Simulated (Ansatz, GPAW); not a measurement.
# One calculation of Nb, 3 ways

```
Nb
1.0
    -1.66395    1.66395    1.66395
     1.66395   -1.66395    1.66395
     1.66395    1.66395   -1.66395
Nb
1
Direct
  0.00000 0.00000 0.00000
```

Alike in all runs: task single point; functional PBE; k mesh 11 × 11 × 11; occupations gaussian, width 0.015 eV; no spin polarisation; no spin-orbit coupling. Pressure is positive in compression and, in plane waves, holds the error of the finite cutoff, which Ansatz's Pulay term estimates and takes out.

```json
{"program and potentials": "Ansatz, Ansatz PAW", "plane-wave cutoff (eV)": "420", "notes": "Pulay term of +0.03 GPa included", "pressure (GPa)": "-1.74"}
{"program and potentials": "GPAW, GPAW PAW data sets (gpaw-data 1.2.1)", "plane-wave cutoff (eV)": "600", "notes": "-", "pressure (GPa)": "-2.51"}
{"program and potentials": "Ansatz, all-electron LAPW, scalar-relativistic", "plane-wave cutoff (eV)": "-", "notes": "-", "pressure (GPa)": "-1.75"}
```

The pressure spans -2.51 (GPAW, GPAW PAW data sets (gpaw-data 1.2.1)) to -1.74 GPa (Ansatz, Ansatz PAW), with all-electron results at -1.75.

Differences between rows come from potentials, basis sets and numerical settings, since the functional is the same but for its coding. Runs on potential files found faulty are left out.
